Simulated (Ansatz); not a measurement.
## BN: the gap under strain

BN, R3m, a = 2.506 Å, c = 9.885 Å. This isn't the usual stable structure of the compound. Ansatz: PBE+D3(BJ), PAW, 420 eV, Γ-centred 12×12×4 mesh on 6 atoms, Gaussian smearing 0.02 eV; no spin polarisation. Series: strain along c alone, the other axes held, atoms relaxed; x is the strain in per cent. The gap is sought over the whole zone.

| x (%) | gap y (eV) |
| --- | --- |
| -6.0 | ? |
| -4.0 | 4.050 |
| -2.0 | 4.108 |
| 0.0 | 4.161 |
| 2.0 | 4.212 |
| 4.0 | 4.261 |
| 6.0 | 4.302 |

Question: Fit y = E0 + c1 x + c2 x² to the other rows, give the deformation potential for this strain, and predict the missing gap.

Answer: Least squares on the rows shown. y = 4.1619 + 0.026187 x − 0.00045089 x². The deformation potential is 100 c1 = 2.62 eV per unit strain. At x = -6.0 the fit asked for gives 3.989 eV. The run gave 3.988 eV, so the fit is 0.001 eV too high, within twice the rms miss on the fitted rows (0.0008 eV). Note that a band edge changes its point in the zone among the fitted rows.

Semilocal functionals give gaps under the measured ones; changes of the gap mostly carry over better.